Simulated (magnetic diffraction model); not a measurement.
# Which magnetic order? CeCuSnH

Space group Pna2_1 (no. 33), a = 7.3660 Å, b = 8.6350 Å, c = 4.4580 Å.

```csv
site,atom,x,y,z
4a,Ce,0.5037,0.1934,0.2216
4a,Sn,0.1742,0.9274,0.2558
4a,Cu,0.2940,0.6047,0.2568
4a,H,0.9331,0.4221,0.7772
```

The compound is invented for this exercise: a known structure type with other elements, its cell scaled to their sizes and not relaxed.

Only Ce is taken to order (form factors of Ce3+); orders and moment sizes are assumed, and not adapted to the symmetry. Radiation: neutrons of λ = 1.8 Å, 3° to 35°; isotropic B of 0.26 Å² (Ce), 0.3 Å² (Sn), 0.46 Å² (Cu) and 0.81 Å² (H). Simulated constant-wavelength pattern: nuclear and magnetic terms add, the magnetic one as |2.695 fm × Σ f S⊥ exp(2πi Q·r) exp(−B s²)|², summed over all Q at one angle with the factor 1/(sin²θ cos θ). For collinear order S is the moment m, which repeats by lattice and centring translations R with the sign exp(−2πi k·R). Free-ion form factors, Sears's scattering lengths of 1992, no absorption; a label names one of the reflections at its angle. The strongest nuclear line in the range is 100, and lines under 0.2 are left out.

Above the ordering temperature:

```csv
2θ (°),index,I
18.48,(1 1 0),100.0
26.27,(0 1 1),3.7
27.96,(1 2 0),3.1
28.29,(2 0 0),43.1
29.90,(1 1 1),0.5
30.81,(2 1 0),3.7
```

Below it (cell unchanged):

```csv
2θ (°),I
15.27,0.7
18.48,100.0
22.89,1.2
24.07,9.7
26.27,3.7
27.96,3.1
27.97,0.5
28.29,43.1
28.94,6.7
29.59,3.2
29.90,0.5
30.81,3.7
32.89,1.9
33.45,0.6
33.73,2.7
```

**Question.** Find the propagation vector, then choose among these models:
A. collinear moments along [010], 1.3 μB on Ce; signs + at (0.5037, 0.1934, 0.2216), − at (0.4963, 0.8066, 0.7216), − at (0.9963, 0.6934, 0.7216), + at (0.0037, 0.3066, 0.2216)
B. collinear moments along [101], 1.3 μB on Ce; signs + at (0.5037, 0.1934, 0.2216), − at (0.4963, 0.8066, 0.7216), + at (0.9963, 0.6934, 0.7216), − at (0.0037, 0.3066, 0.2216)
C. collinear moments along [101], 1.3 μB on Ce; signs + at (0.5037, 0.1934, 0.2216), − at (0.4963, 0.8066, 0.7216), − at (0.9963, 0.6934, 0.7216), + at (0.0037, 0.3066, 0.2216)
D. collinear moments along [010], 1.3 μB on Ce; signs + at (0.5037, 0.1934, 0.2216), − at (0.4963, 0.8066, 0.7216), + at (0.9963, 0.6934, 0.7216), − at (0.0037, 0.3066, 0.2216)

The new lines index as (1 1/2 0) at 15.27°, (1 3/2 0) at 22.89°, (0 1/2 1) at 24.07° and (1 1/2 1) at 27.97°, that is as H ± k with k = (0 1/2 0). Half indices mean that the moments reverse under translations with k·R a half-integer, and the magnetic cell has twice the primitive volume.

Magnetic intensity, observed (below minus above) and for each model:

| 2θ (°) | index | observed | A | B | C | D |
| --- | --- | --- | --- | --- | --- | --- |
| 5.97 | (0 1/2 0) | <0.2 | <0.2 | 2.9 | 90.5 | <0.2 |
| 15.27 | (1 1/2 0) | 0.7 | 0.7 | 10.3 | 0.3 | 22.8 |
| 17.99 | (0 3/2 0) | <0.2 | <0.2 | 2.6 | 7.3 | <0.2 |
| 22.89 | (1 3/2 0) | 1.2 | 1.2 | 6.4 | 2.2 | 3.4 |
| 24.07 | (0 1/2 1) | 9.7 | 9.7 | 0.2 | 7.8 | 0.3 |
| 27.97 | (1 1/2 1) | 0.5 | 0.5 | 9.4 | 0.3 | 14.3 |
| 28.94 | (2 1/2 0) | 6.7 | 6.7 | <0.2 | 2.1 | 0.2 |
| 32.89 | (1 3/2 1) | 1.9 | 1.9 | 5.8 | 2.0 | 5.6 |

Model A matches.

The absence at (0 1/2 0) is telling: Q lies along the moments there, so the part normal to Q vanishes.

The structure used: k = (0 1/2 0), collinear moments along [010], 1.3 μB on Ce; signs + at (0.5037, 0.1934, 0.2216), − at (0.4963, 0.8066, 0.7216), − at (0.9963, 0.6934, 0.7216), + at (0.0037, 0.3066, 0.2216).

[Logs are printed without paths, hosts, clocks, repeated set-up lines and the standing remarks that a program may print on its own settings, such as how far it seeks lower states.]
